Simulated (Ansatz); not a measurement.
Runs of Ansatz 0.2.0 on Tc. It takes space group Fm-3m (No. 225, cubic). The conventional cell has a = 3.900 Å, b = 3.900 Å, c = 3.900 Å, α = 90.00°, β = 90.00°, γ = 90.00°. Around Tc (site symmetry m-3m) lie 12 Tc at 2.76 Å. This isn't the form of Tc at room conditions, which is hcp.

| task | level | potentials or basis | spin | cell | k mesh | cutoff (eV) | pressure (GPa) | relaxed volume (Å³/atom) |
| --- | --- | --- | --- | --- | --- | --- | --- | --- |
| relaxation of cell and atoms | LDA | all-electron LAPW, scalar-relativistic | off | relaxed | 12 × 12 × 12 | - | 0.0 | 13.84 |
| band structure | LDA | all-electron LAPW, relativistic spinors | SOC, no magnetisation | as given | 9 × 9 × 9 | 251 | -20.0 | - |
| relaxation of cell and atoms | BLYP | all-electron LAPW, scalar-relativistic | off | relaxed | 12 × 12 × 12 | - | 0.0 | 15.13 |
| band structure | LDA | all-electron LAPW, scalar-relativistic | off | as given | 9 × 9 × 9 | 251 | (a) | - |
| relaxation of cell and atoms | PBEsol | all-electron LAPW, scalar-relativistic | off | relaxed | 12 × 12 × 12 | - | 0.0 | 14.07 |
| relaxation of cell and atoms | LDA | all-electron LAPW, relativistic spinors | SOC, no magnetisation | relaxed | 9 × 9 × 9 | - | 0.0 | 13.84 |
| relaxation of cell and atoms | revPBE | all-electron LAPW, scalar-relativistic | off | relaxed | 12 × 12 × 12 | - | 0.0 | 14.64 |
| relaxation of cell and atoms | LDA | all-electron LAPW, scalar-relativistic | off | relaxed | 9 × 9 × 9 | - | 0.0 | 13.84 |
| relaxation of cell and atoms | RPBE | all-electron LAPW, scalar-relativistic | off | relaxed | 12 × 12 × 12 | - | 0.0 | (b) |

Alike in all rows: smearing fermi-dirac 0.05 eV; basis error allowed 0.001 eV/atom.

Estimate the missing entries.

(a) -20.2; (b) 14.70.

Caveats: the k mesh is thin for a metal, which can move the energy by tens of meV per atom (some runs).

The runs don't all hold the same shells in valence.

Runs at the PBE level aren't shown here.
